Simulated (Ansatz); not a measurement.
Runs of Ansatz 0.2.0 on TaN. Symmetry: P6_3/mmc, No. 194, hexagonal system. Conventional cell: a = 2.922 Å, b = 2.922 Å, c = 5.917 Å, α = 90.00°, β = 90.00°, γ = 120.00°. Ta (site symmetry -3m) has 6 N at 2.24 Å as nearest neighbours. N (site symmetry -6m2) has 6 Ta at 2.24 Å as nearest neighbours. The cell comes from a database or a generator and needn't be the stable form of this composition.

| task | level | cell | points for each segment of the path | gap on the mesh (eV) | pressure (GPa) | relaxed volume (Å³/atom) |
| --- | --- | --- | --- | --- | --- | --- |
| relaxation of cell and atoms | PBEsol+D3(BJ) | relaxed | - | none | 0.0 | 10.38 |
| band structure | BLYP | as given | 14 | none | 9.9 | - |
| band structure | revPBE | as given | 14 | none | 2.3 | - |
| relaxation of cell and atoms | PBEsol+D4 | relaxed | - | none | 0.0 | (a) |
| relaxation of cell and atoms | revPBE | relaxed | - | none | 0.0 | (b) |

Alike in all rows: potentials or basis Ansatz PAW; no spin polarisation; k mesh 10 × 10 × 5; cutoff (eV) 420; smearing fermi-dirac 0.05 eV.

Problem. Fill in the values left out.

Solution. (a) 10.51; (b) 11.01.

Caveats: the PAW data sets come from PBE, with cores solved anew for the run's functional, which leaves a small shift of forces and pressure; the plane-wave basis is chosen anew once the cell has moved, so the energies of steps on either side of that aren't comparable (some runs); pairwise dispersion overbinds metals, which lowers pressure and volume (some runs); spin-orbit coupling is left out, which moves the levels of the heavy elements (some runs).

A k mesh can miss the band edges, and the runs leave out spin-orbit coupling on Ta.

A gap of «none» marks a metal or a gap under the smearing width.
